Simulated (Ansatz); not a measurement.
## KMgF₃ (Pm-3m) at 3 levels of theory

One geometry, relaxed with PBE; plane waves with PAW potentials in Ansatz, scalar-relativistic. No spin polarisation. Gaps are the least over mesh and band path; pressure is positive in compression.

```cif
data_structure
_symmetry_space_group_name_H-M 'Pm-3m'
_symmetry_Int_Tables_number 221
_cell_length_a 4.0536
_cell_length_b 4.0536
_cell_length_c 4.0536
_cell_angle_alpha 90.000
_cell_angle_beta 90.000
_cell_angle_gamma 90.000
_cell_volume 66.61
loop_
_atom_site_label
_atom_site_type_symbol
_atom_site_symmetry_multiplicity
_atom_site_Wyckoff_symbol
_atom_site_fract_x
_atom_site_fract_y
_atom_site_fract_z
_atom_site_occupancy
K1 K 1 b 0.50000 0.50000 0.50000 1
Mg1 Mg 1 a 0.00000 0.00000 0.00000 1
F1 F 3 d 0.00000 0.50000 0.00000 1
```

```tsv
level	cutoff (eV)	k mesh	gap (eV)	pressure (GPa)
PBE	420	6×6×6	6.96	0.0
r2SCAN	500	6×6×6	7.88	-3.8
LDA	420	6×6×6	6.61	-7.4
```

It comes from a database structure that was distorted and then relaxed.
